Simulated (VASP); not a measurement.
# BaTe: the band gap, functional by functional

How does the band gap of BaTe depend on the functional? The starting structure is a measured crystal structure from the Crystallography Open Database. Cell and atoms stay as given. Meshes and data sets differ where the inputs say so.

Method: Kohn-Sham DFT with plane waves and PAW; 9 levels of theory, named at each step, in VASP 6.6.1.

The database entry behind the starting cell differs from later determinations by our own check (about 0.2 % short), so it need not match the best structure at ambient conditions.

## 1. Starting point

Symmetry: Fm-3m, No. 225, cubic system. Conventional cell: a = 6.986 Å, b = 6.986 Å, c = 6.986 Å, α = 90.00°, β = 90.00°, γ = 90.00°. Ba has 6 Te at 3.49 Å nearest. Nearest to Te lie 6 Ba at 3.49 Å. Farther neighbours and most contacts between anions are not listed.

Coordinates:

```cif
data_structure
_symmetry_space_group_name_H-M 'P 1'
_symmetry_Int_Tables_number 1
_cell_length_a 4.9398
_cell_length_b 4.9398
_cell_length_c 4.9398
_cell_angle_alpha 60.000
_cell_angle_beta 60.000
_cell_angle_gamma 60.000
_cell_volume 85.24
loop_
_atom_site_label
_atom_site_type_symbol
_atom_site_fract_x
_atom_site_fract_y
_atom_site_fract_z
_atom_site_occupancy
Ba1 Ba 0.00000 0.00000 0.00000 1
Te2 Te 0.50000 0.50000 0.50000 1
```

## 2. Bands with LDA

LDA, the lowest rung, knows the local density alone.

INCAR reads:

```
SYSTEM = BaTe
PREC = Accurate
ENCUT = 350
EDIFF = 1E-06
NELM = 100
ISMEAR = 0
SIGMA = 0.03
LREAL = .FALSE.
ALGO = Normal
GGA = CA
NBANDS = 20
LORBIT = 11
LWAVE = .FALSE.
LCHARG = .FALSE.
KPAR = 4
LASPH = .TRUE.
```

POSCAR reads:

```
BaTe
1.0
    0.0000000000      3.4930000000      3.4930000000
    3.4930000000      0.0000000000      3.4930000000
    3.4930000000      3.4930000000      0.0000000000
Ba Te
1 1
Direct
    0.0000000000      0.0000000000      0.0000000000
    0.5000000000      0.5000000000      0.5000000000
```

KPOINTS reads:

```
Automatic mesh
0
Gamma
6 6 6
0 0 0
```

KPOINTS_OPT reads:

```
Line mode
10
Line-mode
Reciprocal
  0.00000000   0.00000000   0.00000000 GAMMA
  0.50000000   0.00000000   0.50000000 X

  0.50000000   0.00000000   0.50000000 X
  0.50000000   0.25000000   0.75000000 W

  0.50000000   0.25000000   0.75000000 W
  0.37500000   0.37500000   0.75000000 K

  0.37500000   0.37500000   0.75000000 K
  0.00000000   0.00000000   0.00000000 GAMMA

  0.00000000   0.00000000   0.00000000 GAMMA
  0.50000000   0.50000000   0.50000000 L

  0.50000000   0.50000000   0.50000000 L
  0.62500000   0.25000000   0.62500000 U

  0.62500000   0.25000000   0.62500000 U
  0.50000000   0.25000000   0.75000000 W

  0.50000000   0.25000000   0.75000000 W
  0.50000000   0.50000000   0.50000000 L

  0.50000000   0.50000000   0.50000000 L
  0.37500000   0.37500000   0.75000000 K

  0.62500000   0.25000000   0.62500000 U
  0.50000000   0.00000000   0.50000000 X
```

Potentials, in the order of the species: Ba_sv and Te (LDA family, release 64).

On the command line:

```bash
$ mpirun -np 4 vasp_std
```

The program printed:

```text
[banner, memory and clock lines left out]
running    4 mpi-ranks, on    1 nodes
 distrk:  each k-point on    1 cores,    4 groups
 distr:  one band on    1 cores,    1 groups

 POSCAR found type information on POSCAR BaTe
 POSCAR found :  2 types and       2 ions
 LDA part: xc-table for (Slater(with rela. corr.)+CA(PZ))
 , standard interpolation
 POSCAR, INCAR and KPOINTS ok, starting setup
 FFT: planning ... GRIDC
 FFT: planning ... GRID_SOFT
 FFT: planning ... GRID
 WAVECAR not read
 entering main loop
       N       E                     dE             d eps       ncg     rms          rms(c)
DAV:   1     0.594349532861E+02    0.59435E+02   -0.47379E+03   640   0.486E+02
DAV:   2    -0.651528761777E+01   -0.65950E+02   -0.61055E+02   864   0.113E+02
DAV:   3    -0.971118561544E+01   -0.31959E+01   -0.31717E+01   832   0.241E+01
DAV:   4    -0.976136149935E+01   -0.50176E-01   -0.50153E-01   872   0.310E+00
DAV:   5    -0.976246139813E+01   -0.10999E-02   -0.10999E-02   864   0.365E-01    0.383E+00
DAV:   6    -0.962018410381E+01    0.14228E+00   -0.76995E-02   700   0.134E+00    0.241E+00
DAV:   7    -0.959885661049E+01    0.21327E-01   -0.62985E-02   800   0.110E+00    0.772E-01
DAV:   8    -0.959822800915E+01    0.62860E-03   -0.80023E-03   680   0.413E-01    0.185E-01
DAV:   9    -0.959826059207E+01   -0.32583E-04   -0.41667E-04   716   0.119E-01    0.737E-02
DAV:  10    -0.959822362459E+01    0.36967E-04   -0.94037E-05   760   0.519E-02    0.172E-02
DAV:  11    -0.959822550269E+01   -0.18781E-05   -0.26214E-05   740   0.217E-02    0.155E-02
DAV:  12    -0.959822508958E+01    0.41311E-06   -0.96679E-06   676   0.119E-02
   1 F= -.95982251E+01 E0= -.95982251E+01  d E =-.669557E-34
 Start KPOINTS_OPT (optional k-point list driver)
k-point batch [1-16\100]
       N       E                     dE             ncg
DAV:   1    -0.780013238561E+03   -0.52252E+04      640
DAV:   2    -0.179269654255E+04   -0.10127E+04      844
DAV:   3    -0.184740145906E+04   -0.54705E+02      792
DAV:   4    -0.184872738935E+04   -0.13259E+01      888
DAV:   5    -0.184875299832E+04   -0.25609E-01      836
DAV:   6    -0.184875362831E+04   -0.62999E-03      888
DAV:   7    -0.184875365321E+04   -0.24901E-04      700
DAV:   8    -0.184875365431E+04   -0.11001E-05      580
DAV:   9    -0.184875365436E+04   -0.45558E-07      464
[...]
k-point batch [97-100\100]
       N       E                     dE             ncg
DAV:   1     0.453767104489E+04   -0.17131E+04      160
DAV:   2     0.428772042223E+04   -0.24995E+03      228
DAV:   3     0.427469043701E+04   -0.13030E+02      176
DAV:   4     0.427441847653E+04   -0.27196E+00      228
DAV:   5     0.427440717054E+04   -0.11306E-01      204
DAV:   6     0.427440715108E+04   -0.19459E-04      216
DAV:   7     0.427440715080E+04   -0.27512E-06      168
```

Run time: 31 s. Hardware: 4 MPI ranks of AMD EPYC 7R43, shared host; peak memory 0.55 GiB.

Lines that name or quote the potential files are left out of all logs, and their timing lines are given in words.

OUTCAR, selected parts (step 2):

```text
ion  position               nearest neighbor table
   1  0.000  0.000  0.000-   2 3.49   2 3.49   2 3.49   2 3.49   2 3.49   2 3.49
   2  0.500  0.500  0.500-   1 3.49   1 3.49   1 3.49   1 3.49   1 3.49   1 3.49

  LATTYP: Found a face centered cubic cell.
 ALAT       =     6.9860000000

 Subroutine GETGRP returns: Found 48 space group operations
 (whereof 48 operations were pure point group operations)

The static configuration has the point symmetry O_h .

 Found     16 irreducible k-points:

   k-points           NKPTS =     16   k-points in BZ     NKDIM =     16   number of bands    NBANDS=     20

   dimension x,y,z NGX =    30 NGY =   30 NGZ =   30
   dimension x,y,z NGXF=    60 NGYF=   60 NGZF=   60

   ENCUT  =  350.0 eV  25.72 Ry    5.07 a.u.   7.54  7.54  7.54*2*pi/ulx,y,z

   NELECT =      16.0000    total number of electrons

 k-points in reciprocal lattice and weights: Automatic mesh
   0.00000000  0.00000000  0.00000000       0.005
   0.16666667  0.00000000  0.00000000       0.037
   0.33333333  0.00000000  0.00000000       0.037
   0.50000000  0.00000000  0.00000000       0.019
   0.16666667  0.16666667  0.00000000       0.028
   0.33333333  0.16666667  0.00000000       0.111
   0.50000000  0.16666667  0.00000000       0.111
  -0.33333333  0.16666667  0.00000000       0.111
  -0.16666667  0.16666667  0.00000000       0.056
[...]
-0.33333333  0.33333333  0.16666667       0.111
  -0.33333333  0.50000000  0.16666667       0.056

 average (electrostatic) potential at core
       1 -36.2031       2 -91.2447

 E-fermi :   2.3761

 k-point     1 :       0.0000    0.0000    0.0000
  band No.  band energies     occupation
    ...
      4      -9.9825      2.00000
      5      -7.4957      2.00000
      6       2.1245      2.00000
      7       2.1245      2.00000
      8       2.1245      2.00000
      9       4.8364      0.00000
     10       4.9281      0.00000
     11       4.9281      0.00000
     12       4.9281      0.00000
     13       5.6029      0.00000
    ...

 k-point     2 :       0.1667    0.0000    0.0000
  band No.  band energies     occupation
    ...
      4      -9.9857      2.00000
      5      -7.2911      2.00000
      6       1.2816      2.00000
      7       1.7315      2.00000
      8       1.7315      2.00000
      9       4.9627      0.00000
     10       5.2693      0.00000
     11       5.2693      0.00000
     12       5.9695      0.00000
     13       6.3762      0.00000
    ...

 k-point     3 :       0.3333    0.0000    0.0000
  band No.  band energies     occupation
    ...
      4      -9.9919      2.00000
      5      -6.9104      2.00000
      6       0.2291      2.00000
      7       1.1793      2.00000
      8       1.1793      2.00000
      9       5.4008      0.00000
     10       6.1388      0.00000
     11       6.1388      0.00000
     12       7.3584      0.00000
     13       8.0350      0.00000
    ...

  Total       -0.6774690     -0.6774690     -0.6774690      0.0000000      0.0000000      0.0000000
  in kB      -12.7342762    -12.7342762    -12.7342762      0.0000000      0.0000000      0.0000000
  external PRESSURE =     -12.7342762 kB  Pullay stress =       0.0000000 kB

  energy-cutoff  :      350.00
  volume of cell :       85.24
      direct lattice vectors                 reciprocal lattice vectors
     0.000000000  3.493000000  3.493000000    -0.143143430  0.143143430  0.143143430
     3.493000000  0.000000000  3.493000000     0.143143430 -0.143143430  0.143143430
     3.493000000  3.493000000  0.000000000     0.143143430  0.143143430 -0.143143430

 POSITION                                       TOTAL-FORCE (eV/Angst)
 -----------------------------------------------------------------------------------
      0.00000      0.00000      0.00000         0.000000     -0.000000     -0.000000
      3.49300      3.49300      3.49300        -0.000000      0.000000      0.000000
 -----------------------------------------------------------------------------------
    total drift:                               -0.000000      0.000000      0.000000

  FREE ENERGIE OF THE ION-ELECTRON SYSTEM (eV)
  ---------------------------------------------------
  free  energy   TOTEN  =        -9.5982250896 eV

  energy  without entropy=       -9.5982250896  energy(sigma->0) =       -9.59822509

 total charge
# of ion       s       p       d       tot
------------------------------------------
    1        2.009   5.595   0.278   7.881
    2        1.349   2.125   0.004   3.478
--------------------------------------------------
tot          3.358   7.719   0.282  11.359

[... 3 further parts left out ...]
```

Spin-orbit coupling is off here; with elements this heavy it can split and shift levels by tenths of an eV.

LDA gives a least gap of 1.377 eV, and a least direct gap of 1.763 eV.

## 3. Bands with PBE

PBE, the usual starting point, adds the gradient of the density.

Edit INCAR of step 2 so:

```diff
@@ -9,3 +9,3 @@
 ALGO = Normal
-GGA = CA
+GGA = PE
 NBANDS = 20
```

POSCAR is that of step 2.

KPOINTS is that of step 2.

KPOINTS_OPT is that of step 2.

The projector-augmented-wave data sets are Ba_sv and Te (PBE family, release 64).

On the command line:

```bash
$ mpirun -np 4 vasp_std
```

The program printed:

```text
[banner, memory and clock lines left out]
running    4 mpi-ranks, on    1 nodes
[...]
LDA part: xc-table for (Slater+PW92), standard interpolation
 POSCAR, INCAR and KPOINTS ok, starting setup
[...]
entering main loop
       N       E                     dE             d eps       ncg     rms          rms(c)
DAV:   1     0.612734095982E+02    0.61273E+02   -0.47046E+03   640   0.483E+02
DAV:   2    -0.548643501906E+01   -0.66760E+02   -0.61893E+02   864   0.114E+02
DAV:   3    -0.865128689273E+01   -0.31649E+01   -0.31415E+01   804   0.241E+01
DAV:   4    -0.871033132989E+01   -0.59044E-01   -0.59017E-01   848   0.346E+00
[...]
DAV:  11    -0.861274381993E+01   -0.65453E-05   -0.25326E-05   832   0.218E-02    0.323E-02
DAV:  12    -0.861273952195E+01    0.42980E-05   -0.16766E-05   696   0.188E-02    0.305E-02
DAV:  13    -0.861274048796E+01   -0.96601E-06   -0.20898E-06   692   0.777E-03
   1 F= -.86127405E+01 E0= -.86127405E+01  d E =-.234611E-15
 Start KPOINTS_OPT (optional k-point list driver)
k-point batch [1-16\100]
       N       E                     dE             ncg
DAV:   1    -0.718079441391E+03   -0.51633E+04      640
DAV:   2    -0.174749029165E+04   -0.10294E+04      848
DAV:   3    -0.180211556723E+04   -0.54625E+02      780
DAV:   4    -0.180342322678E+04   -0.13077E+01      844
DAV:   5    -0.180346309146E+04   -0.39865E-01      824
DAV:   6    -0.180346452801E+04   -0.14365E-02      808
DAV:   7    -0.180346458376E+04   -0.55759E-04      812
DAV:   8    -0.180346458602E+04   -0.22565E-05      640
DAV:   9    -0.180346458610E+04   -0.78156E-07      476
[...]
k-point batch [97-100\100]
       N       E                     dE             ncg
DAV:   1     0.455401223250E+04   -0.16968E+04      160
DAV:   2     0.429898478968E+04   -0.25503E+03      232
DAV:   3     0.428594812025E+04   -0.13037E+02      180
DAV:   4     0.428570547489E+04   -0.24265E+00      224
DAV:   5     0.428569711201E+04   -0.83629E-02      200
DAV:   6     0.428569695749E+04   -0.15452E-03      212
DAV:   7     0.428569695170E+04   -0.57911E-05      192
DAV:   8     0.428569695148E+04   -0.21917E-06      192
```

The job ended after 30 s (4 MPI ranks; peak memory 0.61 GiB; 1.9 min of CPU time).

Parts of OUTCAR (step 3):

```text
  Total        0.7258760      0.7258760      0.7258760      0.0000000     -0.0000000      0.0000000
  in kB       13.6441754     13.6441754     13.6441754      0.0000000     -0.0000000      0.0000000
  external PRESSURE =      13.6441754 kB  Pullay stress =       0.0000000 kB

 POSITION                                       TOTAL-FORCE (eV/Angst)
 -----------------------------------------------------------------------------------
      0.00000      0.00000      0.00000         0.000000      0.000000      0.000000
      3.49300      3.49300      3.49300        -0.000000      0.000000     -0.000000
 -----------------------------------------------------------------------------------
    total drift:                               -0.000000      0.000000      0.000000

  FREE ENERGIE OF THE ION-ELECTRON SYSTEM (eV)
  ---------------------------------------------------
  free  energy   TOTEN  =        -8.6127404880 eV

  energy  without entropy=       -8.6127404880  energy(sigma->0) =       -8.61274049

[... 2 parts as in an earlier step ...]

[... 1 further part left out ...]
[key lines of the parts left out:]
E-fermi :   2.4734
```

PBE gives a least gap of 1.505 eV, and a least direct gap of 1.889 eV. The least gap is +0.128 eV from that of LDA.

## 4. Bands with r2SCAN

r2SCAN adds the kinetic-energy density, costs more than a GGA and is run with LASPH.

Edit INCAR of step 3 so:

```diff
@@ -9,3 +9,4 @@
 ALGO = Normal
-GGA = PE
+METAGGA = R2SCAN
+LASPH = .TRUE.
 NBANDS = 20
@@ -15,2 +16 @@
 KPAR = 4
-LASPH = .TRUE.
```

POSCAR is that of step 3.

KPOINTS is that of step 3.

KPOINTS_OPT is that of step 3.

On the command line:

```bash
$ mpirun -np 4 vasp_std
```

The program printed:

```text
[banner, memory and clock lines left out]
running    4 mpi-ranks, on    1 nodes
[...]
|                                                                             |
|               ----> ADVICE to this user running VASP <----                  |
|                                                                             |
|     You enforced a specific xc type in the INCAR file but a different       |
|     [... a line on the potential file left out ...]
|     I HOPE YOU KNOW WHAT YOU ARE DOING!                                     |
|                                                                             |

 LDA part: xc-table for (None), standard interpolation
 POSCAR, INCAR and KPOINTS ok, starting setup
[...]
entering main loop
       N       E                     dE             d eps       ncg     rms          rms(c)
DAV:   1     0.125457269471E+02    0.12546E+02   -0.48519E+03   640   0.499E+02
DAV:   2    -0.560308271052E+02   -0.68577E+02   -0.63396E+02   864   0.117E+02
[...]
DAV:  12    -0.560114830038E+02   -0.83483E-06   -0.17924E-06   808   0.844E-03
   1 F= -.56011483E+02 E0= -.56011483E+02  d E =-.870256E-18
 Start KPOINTS_OPT (optional k-point list driver)
k-point batch [1-16\100]
       N       E                     dE             ncg
DAV:   1    -0.785980352104E+03   -0.52312E+04      640
DAV:   2    -0.186922003430E+04   -0.10832E+04      852
DAV:   3    -0.192515857120E+04   -0.55939E+02      780
DAV:   4    -0.192650439398E+04   -0.13458E+01      884
DAV:   5    -0.192654010883E+04   -0.35715E-01      808
DAV:   6    -0.192654139039E+04   -0.12816E-02      844
DAV:   7    -0.192654144028E+04   -0.49886E-04      796
DAV:   8    -0.192654144231E+04   -0.20318E-05      612
DAV:   9    -0.192654144238E+04   -0.68088E-07      460
[...]
k-point batch [97-100\100]
       N       E                     dE             ncg
DAV:   1     0.453690146358E+04   -0.17139E+04      160
DAV:   2     0.426833294923E+04   -0.26857E+03      220
DAV:   3     0.425502222315E+04   -0.13311E+02      180
DAV:   4     0.425476886555E+04   -0.25336E+00      224
DAV:   5     0.425475989526E+04   -0.89703E-02      188
DAV:   6     0.425475963263E+04   -0.26263E-03      212
DAV:   7     0.425475962274E+04   -0.98953E-05      208
DAV:   8     0.425475962236E+04   -0.37551E-06      176
```

The job ended after 2 min (4 MPI ranks; peak memory 0.59 GiB).

OUTCAR, selected parts (step 4):

```text
  Total        0.7704258      0.7704258      0.7704258      0.0000000      0.0000000      0.0000000
  in kB       14.4815696     14.4815696     14.4815696      0.0000000      0.0000000      0.0000000
  external PRESSURE =      14.4815696 kB  Pullay stress =       0.0000000 kB

 POSITION                                       TOTAL-FORCE (eV/Angst)
 -----------------------------------------------------------------------------------
      0.00000      0.00000      0.00000         0.000000      0.000000     -0.000000
      3.49300      3.49300      3.49300        -0.000000     -0.000000      0.000000
 -----------------------------------------------------------------------------------
    total drift:                               -0.000000      0.000000      0.000000

  FREE ENERGIE OF THE ION-ELECTRON SYSTEM (eV)
  ---------------------------------------------------
  free  energy   TOTEN  =       -56.0114830038 eV

  energy  without entropy=      -56.0114830038  energy(sigma->0) =      -56.01148300

[... 2 parts as in an earlier step ...]

[... 1 further part left out ...]
[key lines of the parts left out:]
E-fermi :   2.2769
```

r2SCAN gives a least gap of 1.860 eV, and a least direct gap of 2.249 eV. The least gap is +0.483 eV from that of LDA.

(Part 1 of 3 ends here.)

[Lines on the potential files, build, host, timing and source positions are cut from VASP's logs without a mark.]

[Logs are printed without paths, hosts, clocks, repeated set-up lines and the standing remarks that a program may print on its own settings, such as how far it seeks lower states.]

[Hosts, paths, dates, database ids (printed as entryN), source tags and the programs' standing remarks are cut or masked in the printed files.]
